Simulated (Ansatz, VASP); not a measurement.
# One calculation of MgO, two programs

The input INCAR:

```
PREC = Accurate ; ENCUT = 520
EDIFF = 1E-7 ; ISMEAR = 0
SIGMA = 0.05 ; LREAL = F
LASPH = T ; NELM = 100
ALGO = Normal ; ISIF = 2
LWAVE = F ; LCHARG = F
GGA = PE ; NBANDS = 26
```

KPOINTS

```
Automatic mesh
0
Gamma
  9 9 2
```

POSCAR

```
MgO
1.0
    3.3352000000      0.0000000000      0.0000000000
   -1.6676000000      2.8883679267      0.0000000000
    0.0000000000      0.0000000000      9.9532000000
Mg O
4 4
Direct
    0.3333333333      0.6666666667      0.9694906392
    0.0000000000      0.0000000000      0.2208211786
    0.0000000000      0.0000000000      0.7208211786
    0.6666666667      0.3333333333      0.4694906392
    0.3333333333      0.6666666667      0.7800420079
    0.0000000000      0.0000000000      0.5296443544
    0.0000000000      0.0000000000      0.0296443544
    0.6666666667      0.3333333333      0.2800420079
```

Input for Ansatz:

```yaml
crystal:
  lattice:
    - [3.3352, 0.0, 0.0]
    - [-1.6676, 2.8883679267, 0.0]
    - [0.0, 0.0, 9.9532]
  atoms:
    - { symbol: Mg, position: [0.3333333333, 0.6666666667, 0.9694906392] }
    - { symbol: Mg, position: [0.0, 0.0, 0.2208211786] }
    - { symbol: Mg, position: [0.0, 0.0, 0.7208211786] }
    - { symbol: Mg, position: [0.6666666667, 0.3333333333, 0.4694906392] }
    - { symbol: O, position: [0.3333333333, 0.6666666667, 0.7800420079] }
    - { symbol: O, position: [0.0, 0.0, 0.5296443544] }
    - { symbol: O, position: [0.0, 0.0, 0.0296443544] }
    - { symbol: O, position: [0.6666666667, 0.3333333333, 0.2800420079] }
basis:
  ecutwfc: 520.0
kpoints:
  mp_grid: { grid: [9, 9, 2] }
hamiltonian:
  xc: pbe
  pseudopotentials: { kind: paw, azcp: { folder: soft_1 } }
scf:
  occupations: { method: gaussian, width: 0.05 }
output:
  forces: true
  stress: true
  eigenvalues: true
```

Alike in both runs: task single point; functional PBE; k mesh 9 × 9 × 2; occupations gaussian, width 0.05 eV; no spin polarisation.

|  | VASP | Ansatz |
| --- | --- | --- |
| version | VASP 6.6.1 | Ansatz 0.2.0 |
| potentials or method | VASP PAW PBE potentials, release 64 (Mg, O) | scalar-relativistic, plane waves, PAW |
| plane-wave cutoff (eV) | 520 | 520 |
| valence electrons in the cell | 32 | 64 |

VASP gave:

- gap on the k mesh at the Fermi level (eV): 3.40
- least direct gap on the mesh (eV): 3.40
- pressure (GPa): 2.8
- largest component of the traceless stress (GPa): 11.75
- rms of the force components (eV/Å): 0.495

Q: What did Ansatz give for the same quantities?

A: gap on the k mesh at the Fermi level (eV): 3.42; least direct gap on the mesh (eV): 3.42; pressure (GPa): 3.2; largest component of the traceless stress (GPa): 11.56; rms of the force components (eV/Å): 0.489.

Atom by atom the forces differ by 0.006 eV/Å (rms over components). The two sets of potentials don't hold the same shells in valence.

Expect the measured gap to be larger: semilocal functionals such as PBE lack the derivative discontinuity.
